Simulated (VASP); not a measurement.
# Settings for SbH₃: nudged elastic band

SbH₃, molecule in box, 4 atoms in the cell. BLYP with D3(BJ), nudged elastic band; PAW potentials Sb, H (PBE set). VASP 6.6.1.

Wanted: barrier within 0.02 eV.

Path: SbH3 inversion; Moving images: 3.

The series start from Cutoff ENCUT (eV): 250; SCF threshold EDIFF (eV): 1e-5; PREC: Normal; LREAL: no. Each series keeps the choices made before it, and each single choice may use up half of a tolerance. Times cover all steps of a run.

## Cutoff ENCUT (eV)

| Cutoff ENCUT (eV) | Barrier (eV) | Time (s) |
|---|---|---|
| 200 | 2.026 | 223 |
| 250 | 2.040 | 212 |
| 300 | 2.039 | 212 |
| 350 | 2.045 | 208 |
| 400 (reference) | 2.047 | 248 |

## SCF threshold EDIFF (eV)

| SCF threshold EDIFF (eV) | Barrier (eV) | Time (s) |
|---|---|---|
| 0.001 | 2.039 | 77 |
| 0.0001 | 2.040 | 102 |
| 1e-5 (reference) | 2.040 | 212 |
| 1e-6 | no result | 499 |

## PREC

| PREC | Barrier (eV) | Time (s) |
|---|---|---|
| Normal | 2.039 | 77 |
| Accurate | 2.039 | 96 |

## LREAL

| LREAL | Barrier (eV) | Time (s) |
|---|---|---|
| no | 2.039 | 77 |
| Auto | 2.039 | 62 |

## Question

The rows run from the loosest to the tightest (no order: PREC, LREAL). For each series: choose the loosest value from which every tighter one stays within half of the tolerance; where there is no order, keep the first row unless others stay within half of the tolerance and take at least 30 % less time, and then take the fastest.

## Answer

- Cutoff ENCUT (eV): 250
- SCF threshold EDIFF (eV): 0.001
- PREC: Normal
- LREAL: no

## All choices together

| Input | Barrier (eV) | Time (s) |
|---|---|---|
| chosen settings | 2.039 | 77 |
| reference settings throughout | 2.047 | 248 |

The tolerance is met.

## The input

INCAR.step1:
```
SYSTEM = SbH3
AGGAC = 1.0
AGGAX = 1.0
ALDAC = 0.0
ALDAX = 1.0
ALGO = Normal
EDIFF = 0.001
EDIFFG = -0.02
ENCUT = 250
GGA = B5
IBRION = 2
ISIF = 2
ISMEAR = 0
ISYM = 0
IVDW = 12
LASPH = .TRUE.
LCHARG = .FALSE.
LREAL = .FALSE.
LWAVE = .FALSE.
NELM = 100
NSW = 100
POTIM = 0.5
PREC = Normal
SIGMA = 0.01
VDW_A1 = 0.4298
VDW_A2 = 4.2359
VDW_S6 = 1.0
VDW_S8 = 2.6996
```

INCAR.step3, as INCAR.step1 but for:
```
- EDIFFG = -0.02
- IBRION = 2
- ISIF = 2
- NSW = 100
- POTIM = 0.5
+ EDIFFG = -0.05
+ IBRION = 1
+ IMAGES = 3
+ NSW = 200
+ POTIM = 0.3
+ SPRING = -5
```

KPOINTS:
```
k-points
0
Gamma
  1 1 1
```

00/POSCAR:
```
SbH3
1.0
    9.0000000000      0.0000000000      0.0000000000
    0.0000000000      9.5000000000      0.0000000000
    0.0000000000      0.0000000000      9.0000000000
Sb H
1 3
Direct
    0.4529501368      0.4999997179      0.5829747283
    0.6119157423      0.4999996954      0.4723460031
    0.3734447973      0.6304398615      0.4723398181
    0.3734448792      0.3695607252      0.4723394505
```

01/POSCAR:
```
SbH3
1.0
    9.0000000000      0.0000000000      0.0000000000
    0.0000000000      9.5000000000      0.0000000000
    0.0000000000      0.0000000000      9.0000000000
Sb H
1 3
Direct
    0.4529441111      0.4999998806      0.5424884494
    0.6278115125      0.4999998481      0.4858391981
    0.3654999529      0.6434770276      0.4858362732
    0.3654999791      0.3565232437      0.4858360793
```

02/POSCAR:
```
SbH3
1.0
    9.0000000000      0.0000000000      0.0000000000
    0.0000000000      9.5000000000      0.0000000000
    0.0000000000      0.0000000000      9.0000000000
Sb H
1 3
Direct
    0.4529388889      0.5000000000      0.5000000000
    0.6411833333      0.5000000000      0.5000000000
    0.3588166667      0.6544442357      0.5000000000
    0.3588166667      0.3455557643      0.5000000000
```

03/POSCAR:
```
SbH3
1.0
    9.0000000000      0.0000000000      0.0000000000
    0.0000000000      9.5000000000      0.0000000000
    0.0000000000      0.0000000000      9.0000000000
Sb H
1 3
Direct
    0.4529445748      0.4999999389      0.4575127364
    0.6278110408      0.4999999586      0.5141604525
    0.3654999332      0.6434788561      0.5141635368
    0.3655000068      0.3565212464      0.5141632744
```

04/POSCAR:
```
SbH3
1.0
    9.0000000000      0.0000000000      0.0000000000
    0.0000000000      9.5000000000      0.0000000000
    0.0000000000      0.0000000000      9.0000000000
Sb H
1 3
Direct
    0.4529513362      0.4999998739      0.4170273975
    0.6119148027      0.4999999166      0.5276533161
    0.3734446329      0.6304437244      0.5276599062
    0.3734447839      0.3695564851      0.5276593802
```

POSCAR.step1:
```
SbH3
1.0
    9.0000000000      0.0000000000      0.0000000000
    0.0000000000      9.5000000000      0.0000000000
    0.0000000000      0.0000000000      9.0000000000
Sb H
1 3
Direct
    0.4529388889      0.5000000000      0.5805581834
    0.6110096103      0.5000000000      0.4731472722
    0.3739035282      0.6296883519      0.4731472722
    0.3739035282      0.3703116481      0.4731472722
```

POSCAR.step2:
```
SbH3
1.0
    9.0000000000      0.0000000000      0.0000000000
    0.0000000000      9.5000000000      0.0000000000
    0.0000000000      0.0000000000      9.0000000000
Sb H
1 3
Direct
    0.4529388889      0.5000000000      0.4194418166
    0.6110096103      0.5000000000      0.5268527278
    0.3739035282      0.6296883519      0.5268527278
    0.3739035282      0.3703116481      0.5268527278
```

Commands (each step's output is kept before the next begins):
```
cat potpaw_PBE.64/Sb/POTCAR potpaw_PBE.64/H/POTCAR > POTCAR
cp INCAR.step1 INCAR
cp POSCAR.step1 POSCAR
mpirun -np 2 vasp_gam > vasp.out
cp POSCAR.step2 POSCAR
mpirun -np 2 vasp_gam > vasp.out
# 00 and 04 hold the relaxed ends, the second shifted as a whole so that the mean position stays; the images between are interpolated (pair-distance (IDPP), through a guessed midpoint)
cp INCAR.step3 INCAR
mpirun -np 3 vasp_gam > vasp.out
```

The chosen input took VASP 6.6.1 77 s on 3 cores (AMD EPYC 9R45 (Zen 5)), a shared host.
